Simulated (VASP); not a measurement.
# RbBr (Fm-3m) in VASP: notebook

The runs below take RbBr through single point, relaxation of cell and atoms, with PBEsol.

Everything below comes from runs of VASP 6.6.1. Logs are shortened: lines on timing, memory, paths and dates and some standing lists are left out, and cuts for length are marked.

## 1. The structure

It takes space group Fm-3m (No. 225, cubic). The conventional cell has a = 6.850 Å, b = 6.850 Å, c = 6.850 Å, α = 90.00°, β = 90.00°, γ = 90.00°. Rb (site symmetry m-3m) has 6 Br at 3.42 Å as nearest neighbours. Br (site symmetry m-3m) is surrounded by 6 Rb at 3.42 Å.

## 2. Single point, PBEsol (cell and atoms relaxed tightly for response)

Contents of INCAR:

```
  PREC = Accurate
  ENCUT = 520
  EDIFF = 1E-6
  ISMEAR = 0
  SIGMA = 0.01
  LREAL = False
  LASPH = True
  NELM = 60
  ALGO = Normal
  ISIF = 2
  LWAVE = False
  LCHARG = False
  GGA = PS
  NBANDS = 15
```

Contents of KPOINTS:

```
Automatic mesh
0
Gamma
  6 6 6
```

Contents of POSCAR:

```
RbBr
1.0
    0.0000000000      3.4222228758      3.4222228758
    3.4222228758      0.0000000000      3.4222228758
    3.4222228758      3.4222228758      0.0000000000
Rb Br
1 1
Direct
    0.0000000000      0.0000000000      0.0000000000
    0.5000000000      0.5000000000      0.5000000000
```

Potentials or basis: VASP PAW PBE potentials, release 64 (Rb_sv, Br).

Started as:

```console
cat potpaw_PBE.64/Rb_sv/POTCAR potpaw_PBE.64/Br/POTCAR > POTCAR
mpirun -np 1 vasp_std > vasp.out
```

OUTCAR:

```text
PREC = Accurate
   ENCUT = 520
   EDIFF = 1E-6
   ISMEAR = 0
   LREAL = False
   LASPH = True
   NELM = 60
   ISIF = 2
   GGA = PS

 ion  position               nearest neighbor table
   1  0.000  0.000  0.000-   2 3.42   2 3.42   2 3.42   2 3.42   2 3.42   2 3.42
   2  0.500  0.500  0.500-   1 3.42   1 3.42   1 3.42   1 3.42   1 3.42   1 3.42

  LATTYP: Found a face centered cubic cell.
 ALAT       =     6.8444457516

  Lattice vectors:

 A1 = (   0.0000000000,   3.4222228758,   3.4222228758)
 A2 = (   3.4222228758,   0.0000000000,   3.4222228758)
 A3 = (   3.4222228758,   3.4222228758,   0.0000000000)

Analysis of symmetry for initial positions (statically):
=====================================================================
 Subroutine PRICEL returns:
 Original cell was already a primitive cell.

 Routine SETGRP: Setting up the symmetry group for a
 face centered cubic supercell.

 Subroutine GETGRP returns: Found 48 space group operations
 (whereof 48 operations were pure point group operations)
 out of a pool of 48 trial point group operations.

The static configuration has the point symmetry O_h .

Analysis of symmetry for dynamics (positions and initial velocities):
=====================================================================
 Subroutine PRICEL returns:
 Original cell was already a primitive cell.

 Routine SETGRP: Setting up the symmetry group for a
 face centered cubic supercell.

 Subroutine GETGRP returns: Found 48 space group operations
 (whereof 48 operations were pure point group operations)
 out of a pool of 48 trial point group operations.

The dynamic configuration has the point symmetry O_h .

 Subroutine INISYM returns: Found 48 space group operations
 (whereof 48 operations are pure point group operations),
 and found     1 'primitive' translations

----------------------------------------------------------------------------------------

                                     Primitive cell

  volume of cell :      80.1595

  direct lattice vectors                    reciprocal lattice vectors
     0.000000000  3.422222876  3.422222876    -0.146103868  0.146103868  0.146103868
     3.422222876  0.000000000  3.422222876     0.146103868 -0.146103868  0.146103868
     3.422222876  3.422222876  0.000000000     0.146103868  0.146103868 -0.146103868

  length of vectors
     4.839754004  4.839754004  4.839754004     0.253059323  0.253059323  0.253059323

  position of ions in fractional coordinates (direct lattice)
     0.000000000  0.000000000  0.000000000
     0.500000000  0.500000000  0.500000000

  ion indices of the primitive-cell ions
   primitive index   ion index
                 1           1
                 2           2

----------------------------------------------------------------------------------------

 KPOINTS: Automatic mesh

Automatic generation of k-mesh.
 Grid dimensions read from file:
 generate k-points for:    6    6    6

 Generating k-lattice:

  Cartesian coordinates                     Fractional coordinates (reciprocal lattice)
    -0.024350645  0.024350645  0.024350645     0.166666667  0.000000000  0.000000000
     0.024350645 -0.024350645  0.024350645     0.000000000  0.166666667  0.000000000
     0.024350645  0.024350645 -0.024350645     0.000000000  0.000000000  0.166666667

  Length of vectors
     0.042176554  0.042176554  0.042176554

  Shift w.r.t. Gamma in fractional coordinates (k-lattice)
     0.000000000  0.000000000  0.000000000

 Subroutine IBZKPT returns following result:
 ===========================================

 Found     16 irreducible k-points:

 Following reciprocal coordinates:
            Coordinates               Weight
  0.000000  0.000000  0.000000      1.000000
  0.166667  0.000000  0.000000      8.000000
  0.333333  0.000000  0.000000      8.000000
  0.500000  0.000000  0.000000      4.000000
  0.166667  0.166667  0.000000      6.000000
  0.333333  0.166667  0.000000     24.000000
[... 8 lines left out ...]
 -0.333333  0.333333  0.166667     24.000000
 -0.333333  0.500000  0.166667     12.000000
   k-points           NKPTS =     16   k-points in BZ     NKDIM =     16   number of bands    NBANDS=     15
   number of dos      NEDOS =    301   number of ions     NIONS =      2
   total plane-waves  NPLWV =  46656
   dimension x,y,z NGX =    36 NGY =   36 NGZ =   36
   dimension x,y,z NGXF=    72 NGYF=   72 NGZF=   72
   ions per type =               1   1
   NGX,Y,Z   is equivalent  to a cutoff of  12.37, 12.37, 12.37 a.u.
   NGXF,Y,Z  is equivalent  to a cutoff of  24.73, 24.73, 24.73 a.u.
 SYSTEM =  unknown system
   PREC   = accura    normal or accurate (medium, high low for compatibility)
   ISTART =      0    job   : 0-new  1-cont  2-samecut
   ICHARG =      2    charge: 1-file 2-atom 10-const
   ISPIN  =      1    spin polarized calculation?
   LNONCOLLINEAR =      F non collinear calculations
   LSORBIT =      F    spin-orbit coupling
   LASPH  =      T    aspherical Exc in radial PAW
   ENCUT  =  520.0 eV  38.22 Ry    6.18 a.u.   9.00  9.00  9.00*2*pi/ulx,y,z
   NELM   =     60;   NELMIN=  2; NELMDL= -5     # of ELM steps
   EDIFF  = 0.1E-05   stopping-criterion for ELM
   LREAL  =      F    real-space projection
   EDIFFG = 0.1E-04   stopping-criterion for IOM
   NSW    =      0    number of steps for IOM
   IBRION =     -1    ionic relax: 0-MD 1-quasi-New 2-CG
   NFREE  =      0    steps in history (QN), initial steepest desc. (CG)
   ISIF   =      2    stress and relaxation
   ISYM   =      2    0-nonsym 1-usesym 2-fastsym
   POTIM  = 0.5000    time-step for ionic-motion
   TEBEG  =    0.0;   TEEND  =   0.0 temperature during run
   PSTRESS=    0.0 pullay stress
   NELECT =      16.0000    total number of electrons
   NUPDOWN=      -1.0000    fix difference up-down
   EMIN   =  10.00;   EMAX   =-10.00  energy-range for DOS
   EFERMI =   0.00;   METHOD = LEGACY
   ISMEAR =     0;   SIGMA  =   0.01  broadening in eV -4-tet -1-fermi 0-gaus
   EFERMI_NEDOS =   21; number of points for ismear=-14 and -15
   IALGO  =     38    algorithm
   IMIX   =      4    mixing-type and parameters
     AMIX     =   0.40;   BMIX     =  1.00
     AMIX_MAG =   1.60;   BMIX_MAG =  1.00
  volume/ion in A,a.u.               =      40.08       270.47
  Fermi-wavevector in a.u.,A,eV,Ry     =   0.956746  1.807987 12.454262  0.915362
  Thomas-Fermi vector in A             =   2.085702
   LORBIT       =      0    0 simple, 1 ext, 2 COOP (PROOUT), +10 PAW based schemes
   GGA     = PS    functional components
   LHFCALC =     F    Hartree Fock is set to
   AEXX    =    0.0000 exact exchange contribution
   IVDW    =     0    specifies the selected vdW correction
   LEPSILON=     F    determine dielectric tensor
   LRPA    =     F    only Hartree local field effects (RPA)
 non-spin polarized calculation
 Gauss-broadening in eV      SIGMA  =   0.01
  energy-cutoff  :      520.00
  volume of cell :       80.16
 maximum number of plane-waves:      2176
   NGX = 17   NGY = 17   NGZ = 17

 number of electron      16.0000000 magnetization

 Free energy of the ion-electron system (eV)
  ---------------------------------------------------
  ext. energy  EPLUGINS =         0.00000000
  ---------------------------------------------------
  free energy    TOTEN  =        -6.35536113 eV

  energy without entropy =       -6.35536113  energy(sigma->0) =       -6.35536113

 E-fermi :  -1.7808     XC(G=0):  -7.4228

 val. band max:       -1.8295629202   @ k =   0.0000   0.0000   0.0000
 cond. band min:       2.3914867575   @ k =   0.0000   0.0000   0.0000
 fundamental gap:      4.2210496778
 Fermi energy:        -1.7808011884

 k-point     1 :       0.0000    0.0000    0.0000
  band No.  band energies     occupation
      1     -26.1760      2.00000
      2     -14.0270      2.00000
      3     -10.2640      2.00000
      4     -10.2640      2.00000
      5     -10.2640      2.00000
      6      -1.8296      2.00000
      7      -1.8296      2.00000
      8      -1.8296      2.00000
      9       2.3915      0.00000
     10       5.3711      0.00000
     11       5.3711      0.00000
     12       5.3711      0.00000
     13       6.2654      0.00000
     14       6.2654      0.00000
     15       8.9838      0.00000

 k-point     2 :       0.1667    0.0000    0.0000
  band No.  band energies     occupation
      1     -26.1735      2.00000
      2     -14.0379      2.00000
      3     -10.2660      2.00000
      4     -10.2660      2.00000
      5     -10.2522      2.00000
      6      -2.1475      2.00000
      7      -1.9281      2.00000
      8      -1.9281      2.00000
      9       3.0436      0.00000
     10       5.2247      0.00000
     11       5.7031      0.00000
     12       5.7031      0.00000
     13       6.6781      0.00000
     14       6.6781      0.00000
     15      10.0036      0.00000

 k-point     3 :       0.3333    0.0000    0.0000
  band No.  band energies     occupation
      1     -26.1686      2.00000
      2     -14.0593      2.00000
      3     -10.2699      2.00000
      4     -10.2699      2.00000
      5     -10.2288      2.00000
      6      -2.6457      2.00000
      7      -2.1117      2.00000
      8      -2.1117      2.00000
      9       4.2953      0.00000
     10       5.3770      0.00000
     11       6.6280      0.00000
     12       6.6280      0.00000
     13       7.7057      0.00000
     14       7.7057      0.00000
     15       9.7178      0.00000
[... 199 lines left out ...]
 k-point    15 :      -0.3333    0.3333    0.1667
  band No.  band energies     occupation
      1     -26.1639      2.00000
      2     -14.0180      2.00000
      3     -10.3671      2.00000
      4     -10.3586      2.00000
      5     -10.2461      2.00000
      6      -2.4944      2.00000
      7      -2.1909      2.00000
      8      -2.1680      2.00000
      9       5.0897      0.00000
     10       5.3156      0.00000
     11       6.6441      0.00000
     12       6.9015      0.00000
     13       8.3497      0.00000
     14       9.0253      0.00000
     15       9.1209      0.00000

 k-point    16 :      -0.3333    0.5000    0.1667
  band No.  band energies     occupation
      1     -26.1632      2.00000
      2     -13.9932      2.00000
      3     -10.4269      2.00000
      4     -10.3688      2.00000
      5     -10.2693      2.00000
      6      -2.2591      2.00000
      7      -2.2566      2.00000
      8      -2.1009      2.00000
      9       4.3700      0.00000
     10       5.9499      0.00000
     11       6.0512      0.00000
     12       7.0465      0.00000
     13       8.1169      0.00000
     14       9.0416      0.00000
     15       9.4655      0.00000

------------------------ aborting loop because EDIFF is reached ----------------------------------------

  FORCE on cell =-STRESS in cart. coord.  units (eV):
  Direction    XX          YY          ZZ          XY          YZ          ZX
  --------------------------------------------------------------------------------------
  -------------------------------------------------------------------------------------
  Total        0.0162200      0.0162200      0.0162200      0.0000000     -0.0000000      0.0000000
  in kB        0.3241954      0.3241954      0.3241954      0.0000000     -0.0000000      0.0000000
  external PRESSURE =       0.3241954 kB  Pullay stress =       0.0000000 kB

 VOLUME and BASIS-vectors are now :
 -----------------------------------------------------------------------------
  energy-cutoff  :      520.00
  volume of cell :       80.16
      direct lattice vectors                 reciprocal lattice vectors
     0.000000000  3.422222876  3.422222876    -0.146103868  0.146103868  0.146103868
     3.422222876  0.000000000  3.422222876     0.146103868 -0.146103868  0.146103868
     3.422222876  3.422222876  0.000000000     0.146103868  0.146103868 -0.146103868

 POSITION                                       TOTAL-FORCE (eV/Angst)
 -----------------------------------------------------------------------------------
      0.00000      0.00000      0.00000        -0.000000     -0.000000     -0.000000
      3.42222      3.42222      3.42222         0.000000      0.000000      0.000000
 -----------------------------------------------------------------------------------
    total drift:                                0.000000      0.000000      0.000000

  FREE ENERGIE OF THE ION-ELECTRON SYSTEM (eV)
  ---------------------------------------------------
  free  energy   TOTEN  =        -6.3553611350 eV

  energy  without entropy=       -6.3553611350  energy(sigma->0) =       -6.35536113
```

Run time: 19 s. Hardware: 1 thread of Intel Xeon Platinum 8375C at 2.90GHz (Ice Lake), shared host; peak memory 0.2 GiB.

Results:

```yaml
Free_energy: -6.3554 eV
Pressure: 0.0 GPa
Band_gap_on_the_k_mesh: 4.22 eV, direct
```

Levels at points of the mesh, in eV from the valence-band top:
```csv
k point,band 4,band 5,band 6,band 7,band 8,band 9,band 10,band 11,band 12,band 13
"(0.00, 0.00, 0.00)",-8.43,-8.43,0.00,0.00,0.00,4.22,7.20,7.20,7.20,8.09
"(0.50, 0.00, 0.00)",-8.44,-8.39,-1.02,-0.37,-0.37,6.68,7.63,9.45,9.45,10.08
"(0.50, 0.50, 0.00)",-8.51,-8.51,-0.49,-0.16,-0.16,5.49,7.03,9.07,9.16,9.39
```

Caveat: the PAW data sets were made with another functional, which shifts forces and pressure a little.

(Continued in part 2 of 2.)
